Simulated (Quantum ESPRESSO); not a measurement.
# Au in Quantum ESPRESSO: settings compared

One slab, Au, is run at these levels: BEEF-vdW, LDA, RPBE; tasks: work function.

Program: Quantum ESPRESSO 7.5. These are calculated values, not measurements. Logs are shortened: lines on timing, memory, paths and dates and some standing lists are left out, and cuts for length are marked.

### Step 1. The slab as given

The cell holds a slab with vacuum, 5 atoms: a = 2.900 Å, b = 2.900 Å, c = 24.760 Å, α = 90.00°, β = 90.00°, γ = 120.00°.

The slab is cut from a database's or a generator's crystal, which needn't be the stable form of the element.

### Step 2. Work function, BEEF-vdW

The input, pw.in:

```
&CONTROL
  calculation = 'scf'
  prefix = 'pwscf'
  outdir = './tmp'
  pseudo_dir = './pseudo'
  tprnfor = .true.
  disk_io = 'low'
/
&SYSTEM
  ibrav = 0
  celldm(1) = 8
  nat = 5
  ntyp = 1
  ecutwfc = 36
  ecutrho = 216
  nbnd = 37
  input_dft = 'beef-vdw'
  occupations = 'smearing'
  smearing = 'mv'
  degauss = 0.00999582
/
&ELECTRONS
  conv_thr = 5d-09
  electron_maxstep = 150
  mixing_beta = 0.3
  mixing_mode = 'local-TF'
  tqr = .true.
/
ATOMIC_SPECIES
Au   196.9666 Au.GGA_PBE-JTH.UPF
CELL_PARAMETERS alat
  0.6850253447004   0.0000000000000   0.0000000000000
 -0.3425126723381   0.5932493507397   0.0000000000000
  0.0000000000000   0.0000000000000   5.8487023557168
ATOMIC_POSITIONS crystal
Au     0.6666666667    0.3333333334    0.3029079160
Au     0.3333333333    0.6666666666    0.4014539580
Au     0.6666666667    0.3333333334    0.5000000000
Au     0.3333333333    0.6666666666    0.5985460420
Au     0.6666666667    0.3333333334    0.6970920840
K_POINTS automatic
11 11 1 0 0 0
```

The input, pp_density.in:

```
&INPUTPP
  prefix = 'pwscf'
  outdir = './tmp'
  filplot = 'density.dat'
  plot_num = 0
/
&PLOT
  nfile = 1
  filepp(1) = 'density.dat'
  iflag = 3
  output_format = 6
  fileout = 'density.cube'
/
```

The input, pp_potential.in:

```
&INPUTPP
  prefix = 'pwscf'
  outdir = './tmp'
  filplot = 'potential.dat'
  plot_num = 11
/
&PLOT
  nfile = 1
  filepp(1) = 'potential.dat'
  iflag = 3
  output_format = 6
  fileout = 'potential.cube'
/
```

Potentials or basis: JTH 2.0 PBE.

On the command line:

```bash
> OMP_NUM_THREADS=1 mpirun -n 2 pw.x -nk 2 -in pw.in > pw.out
> OMP_NUM_THREADS=1 mpirun -n 1 pp.x -in pp_density.in > pp_density.out
> OMP_NUM_THREADS=1 mpirun -n 1 pp.x -in pp_potential.in > pp_potential.out
```

pw.out:

```text
This program is part of the open-source Quantum ESPRESSO suite
     for quantum simulation of materials; please cite
         "P. Giannozzi et al., J. Phys.:Condens. Matter 21 395502 (2009);
         "P. Giannozzi et al., J. Phys.:Condens. Matter 29 465901 (2017);
         "P. Giannozzi et al., J. Chem. Phys. 152 154105 (2020);
     in publications or presentations arising from this work. More details at

     file Au.GGA_PBE-JTH.UPF: wavefunction(s)  6S 0S 6P 0P 5D 0D renormalized

     **************************************************************************
     Initializing libbeef V0.1.2 with the BEEF-vdW functional.
     Citation: Wellendorff et al., PRB 85, 235149 (2012).
     **************************************************************************

     IMPORTANT: XC functional enforced from input :
     Exchange-correlation= BEEF-VDW
                           (   1   4  43  14   2   0   0)
     Any further DFT definition will be discarded
     Please, verify this is what you really want

     Message from routine setup:
     using ibrav=0 with symmetry is DISCOURAGED, use correct ibrav instead

     K-points division:     npool     =       2
     Subspace diagonalization in iterative solution of the eigenvalue problem:
     a serial algorithm will be used

     G-vector sticks info
     --------------------
     sticks:   dense  smooth     PW     G-vecs:    dense   smooth      PW
     Sum         439     301     91                65097    35639    6227

     Using Slab Decomposition

     bravais-lattice index     =            0
     lattice parameter (alat)  =       8.0000  a.u.
     unit-cell volume          =    1216.9518 (a.u.)^3
     number of atoms/cell      =            5
     number of atomic types    =            1
     number of electrons       =        55.00
     number of Kohn-Sham states=           37
     kinetic-energy cutoff     =      36.0000  Ry
     charge density cutoff     =     216.0000  Ry
     scf convergence threshold =      5.0E-09
     mixing beta               =       0.3000
     number of iterations used =            8  local-TF  mixing
     Exchange-correlation= BEEF-VDW
                           (   1   4  43  14   2   0   0)

     celldm(1)=   8.000000  celldm(2)=   0.000000  celldm(3)=   0.000000
     celldm(4)=   0.000000  celldm(5)=   0.000000  celldm(6)=   0.000000

     crystal axes: (cart. coord. in units of alat)
               a(1) = (   0.685025   0.000000   0.000000 )
               a(2) = (  -0.342513   0.593249   0.000000 )
               a(3) = (   0.000000   0.000000   5.848702 )

     reciprocal axes: (cart. coord. in units 2 pi/alat)
               b(1) = (  1.459800  0.842816 -0.000000 )
               b(2) = (  0.000000  1.685632  0.000000 )
               b(3) = (  0.000000 -0.000000  0.170978 )

     PseudoPot. # 1 for Au read from file:
     Au.GGA_PBE-JTH.UPF
     Pseudo is Projector augmented-wave + core cor, Zval = 11.0
     Generated using ATOMPAW code
     Shape of augmentation charge: SINC**2
     Using radial grid of 1127 points,  6 beta functions with:
                l(1) =   0
                l(2) =   0
                l(3) =   1
                l(4) =   1
                l(5) =   2
                l(6) =   2
     Q(r) pseudized with 0 coefficients

     atomic species   valence    mass     pseudopotential
     Au               11.00   196.96660     Au( 1.00)

     12 Sym. Ops. (no inversion) found

   Cartesian axes

     site n.     atom                  positions (alat units)
         1        Au     tau(   1) = (   0.3425127   0.1977498   1.7716182  )
         2        Au     tau(   2) = (   0.0000000   0.3954996   2.3479847  )
         3        Au     tau(   3) = (   0.3425127   0.1977498   2.9243512  )
         4        Au     tau(   4) = (   0.0000000   0.3954996   3.5007176  )
         5        Au     tau(   5) = (   0.3425127   0.1977498   4.0770841  )

     number of k points=    16  Marzari-Vanderbilt smearing, width (Ry)=  0.0100
                       cart. coord. in units 2pi/alat
        k(    1) = (   0.0000000   0.0000000   0.0000000), wk =   0.0165289
        k(    2) = (   0.0000000   0.1532393   0.0000000), wk =   0.0991736
        k(    3) = (   0.0000000   0.3064785   0.0000000), wk =   0.0991736
        k(    4) = (   0.0000000   0.4597178   0.0000000), wk =   0.0991736
        k(    5) = (   0.0000000   0.6129570   0.0000000), wk =   0.0991736
        k(    6) = (   0.0000000   0.7661963   0.0000000), wk =   0.0991736
[... 8 lines left out ...]
        k(   15) = (   0.3981273   0.6895767   0.0000000), wk =   0.0991736
        k(   16) = (   0.3981273   0.8428159   0.0000000), wk =   0.0991736

     Dense  grid:    65097 G-vectors     FFT dimensions: (  25,  25, 225)

     Smooth grid:    35639 G-vectors     FFT dimensions: (  24,  24, 180)
     Real space treatment of Q(r)

     Initializing real-space augmentation for DENSE grid
     Message from routine real_space_q:
     integrated real space q too different from target q
     Largest difference:   0.000139 for atom type # 1

     Initial potential from superposition of free atoms

     starting charge      54.9995, renormalised to      55.0000

     negative rho (up, down):  9.826E-05 0.000E+00

     %%%%%%%%%%%%%%%%%%%%%%%%%%%%%%%%%%%%%%%%%%%%%%%%%%%%%%%%%%%%%%%%%%%%%%%%
     %                                                                      %
     % You are using vdW-DF, which was implemented by the Thonhauser group. %
     % Please cite the following two papers that made this development      %
     % possible and the two reviews that describe the various versions:     %
     %                                                                      %
     %   T. Thonhauser et al., PRL 115, 136402 (2015).                      %
     %   T. Thonhauser et al., PRB 76, 125112 (2007).                       %
     %   K. Berland et al., Rep. Prog. Phys. 78, 066501 (2015).             %
     %   D.C. Langreth et al., J. Phys.: Condens. Matter 21, 084203 (2009). %
     %                                                                      %
     % If you are calculating stress with vdW-DF, please also cite:         %
     %                                                                      %
     %   R. Sabatini et al., J. Phys.: Condens. Matter 24, 424209 (2012).   %
     %                                                                      %
     %%%%%%%%%%%%%%%%%%%%%%%%%%%%%%%%%%%%%%%%%%%%%%%%%%%%%%%%%%%%%%%%%%%%%%%%

     %%%%%%%%%%%%%%%%%%%%%%%%%%%%%%%%%%%%%%%%%%%%%%%%%%%%%%%%%%%%%%%%%%%%%%%%
     %                                                                      %
     %  vdW-DF NEWS:                                                        %
     %                                                                      %
     %  * vdW-DF3 is now available. DOI: 10.1021/acs.jctc.0c00471           %
     %    use with input_dft = 'vdW-DF3-opt1' or 'vdW-DF3-opt2'             %
     %                                                                      %
     %  * Unscreened and range-separated hybrid vdW-DF-cx functionals       %
     %    DOI: 10.1063/1.4986522 and 10.1088/1361-648X/ac2ad2               %
     %    use with input_dft = 'vdW-DF-cx0'    and 'vdW-DF-ahcx'            %
     %  * Unscreened and range-separated hybrid vdW-DF2-b86r functionals    %
     %    DOI: 10.1063/1.4986522 and DOI: 10.1103/PhysRevX.12.041003        %
     %    use with input_dft = 'vdW-DF2-br0' and 'vdW-DF2-ahbr'             %
     %                                                                      %
     %%%%%%%%%%%%%%%%%%%%%%%%%%%%%%%%%%%%%%%%%%%%%%%%%%%%%%%%%%%%%%%%%%%%%%%%

     Starting wfcs are   90 randomized atomic wfcs
     Checking if some PAW data can be deallocated...

     Self-consistent Calculation

     iteration #  1     ecut=    36.00 Ry     beta= 0.30
     Davidson diagonalization with overlap
     ethr =  1.00E-02,  avg # of iterations =  5.9

     Threshold (ethr) on eigenvalues was too large:
     Diagonalizing with lowered threshold

     Davidson diagonalization with overlap
     ethr =  1.95E-04,  avg # of iterations =  6.2

     negative rho (up, down):  8.833E-04 0.000E+00

     total energy              =   -3997.16088811 Ry
     estimated scf accuracy    <       0.11041587 Ry

     iteration #  2     ecut=    36.00 Ry     beta= 0.30
     Davidson diagonalization with overlap
     ethr =  2.01E-04,  avg # of iterations =  1.5

     negative rho (up, down):  4.625E-03 0.000E+00

     total energy              =   -3997.13826392 Ry
     estimated scf accuracy    <       0.06693134 Ry

     iteration #  3     ecut=    36.00 Ry     beta= 0.30
     Davidson diagonalization with overlap
     ethr =  1.22E-04,  avg # of iterations =  5.1
[... 114 lines left out ...]
     iteration # 16     ecut=    36.00 Ry     beta= 0.30
     Davidson diagonalization with overlap
     ethr =  1.36E-10,  avg # of iterations =  6.1

     negative rho (up, down):  1.274E-04 0.000E+00

     total energy              =   -3997.15152603 Ry
     estimated scf accuracy    <       0.00000002 Ry

     iteration # 17     ecut=    36.00 Ry     beta= 0.30
     Davidson diagonalization with overlap
     ethr =  2.88E-11,  avg # of iterations =  5.6

     negative rho (up, down):  1.357E-04 0.000E+00

     End of self-consistent calculation

          k = 0.0000 0.0000 0.0000 (  4433 PWs)   bands (ev):

    -4.3105  -3.5222  -2.6998  -2.1791  -2.1556  -0.0667   0.0661   0.1577
     0.1577   0.2789   0.2789   0.4069   0.4069   0.4397   0.6113   0.6113
     0.6404   0.6404   1.3474   1.3474   1.5520   1.7677   1.7677   2.1052
     2.1052   2.4043   2.4043   2.4436   2.4436   3.6756   4.7045   8.4291
     9.1515   9.7042  10.8977  11.6295  13.6254

          k = 0.0000 0.1532 0.0000 (  4413 PWs)   bands (ev):

    -4.0615  -3.2783  -2.4569  -1.9670  -1.9218  -0.0974   0.0073   0.0302
     0.1743   0.3055   0.3341   0.4177   0.4335   0.4850   0.5575   0.5729
     0.7473   0.7873   1.0854   1.2867   1.3188   1.7163   1.7216   2.0579
     2.0849   2.1876   2.4038   2.4639   2.6143   4.1262   5.3629   8.5635
     9.3458   9.8963  11.1050  11.7995  13.8092

          k = 0.0000 0.3065 0.0000 (  4433 PWs)   bands (ev):
[... 97 lines left out ...]
    -1.1675  -1.0903  -0.9081  -0.9017  -0.5484  -0.4183  -0.3396  -0.2077
    -0.1583   0.1648   0.2062   0.2701   0.7075   0.7311   0.8332   0.9348
     0.9364   1.1186   1.6628   1.8377   2.0565   2.1821   2.4759   2.6469
     2.7116   5.3489   5.8932   6.7238   7.9838   8.6317   9.7028   9.7611
    10.3182  10.7810  10.9969  12.2412  12.8447

          k = 0.3981 0.8428 0.0000 (  4421 PWs)   bands (ev):

    -1.1373  -1.0152  -0.8450  -0.7501  -0.5351  -0.3963  -0.3822  -0.2503
    -0.0767   0.1754   0.2226   0.3454   0.6491   0.6620   0.9730   0.9884
     1.0522   1.2194   1.6336   2.0695   2.1143   2.2452   2.3609   2.4349
     2.5091   6.9202   7.2137   7.5556   8.0604   8.4683   9.2014   9.4665
     9.5728  10.5413  11.2444  11.7216  11.9229

     the Fermi energy is     4.6646 ev

!    total energy              =   -3997.15152604 Ry
     total all-electron energy =     -3997.151526 Ry
     estimated scf accuracy    <          4.7E-09 Ry
     smearing contrib. (-TS)   =      -0.00059537 Ry
     internal energy E=F+TS    =   -3997.15093066 Ry

     The total energy is F=E-TS. E is the sum of the following terms:
     one-electron contribution =   -2946.48982731 Ry
     hartree contribution      =    1522.01207891 Ry
     xc contribution           =     -57.84618597 Ry
     ewald contribution        =    1169.39489434 Ry
     one-center paw contrib.   =   -3684.22189063 Ry

     convergence has been achieved in  17 iterations

     negative rho (up, down):  1.357E-04 0.000E+00

     Forces acting on atoms (cartesian axes, Ry/au):

     atom    1 type  1   force =    -0.00000000    0.00000000   -0.01304263
     atom    2 type  1   force =     0.00000000    0.00000000    0.00519886
     atom    3 type  1   force =     0.00000000    0.00000000    0.00000000
     atom    4 type  1   force =     0.00000000   -0.00000000   -0.00519886
     atom    5 type  1   force =     0.00000000   -0.00000000    0.01304263

     Total force =     0.019856     Total SCF correction =     0.000111

=------------------------------------------------------------------------------=
   JOB DONE.
=------------------------------------------------------------------------------=
```

Wall time 3.6 min (2 MPI ranks of Arm Neoverse V2, shared host); peak memory 0.52 GiB.

What came out:

```yaml
Free_energy: -54384.0170 eV
Largest_force: 0.335 eV/Å
Band_gap_on_the_k_mesh: none (metal or under the smearing width)
Work_function_of_the_upper_face: 5.30 eV
Work_function_of_the_lower_face: 5.30 eV
```

Forces on the atoms (eV/Å):
```
Au   0.000  0.000 -0.335
Au   0.000  0.000  0.134
Au   0.000  0.000  0.000
Au   0.000  0.000 -0.134
Au   0.000  0.000  0.335
```

Caveat: the potentials were made for another functional, which shifts forces and pressure; real space augmentation costs some meV and hundredths of eV per Å.

[end of part 1 of 3]
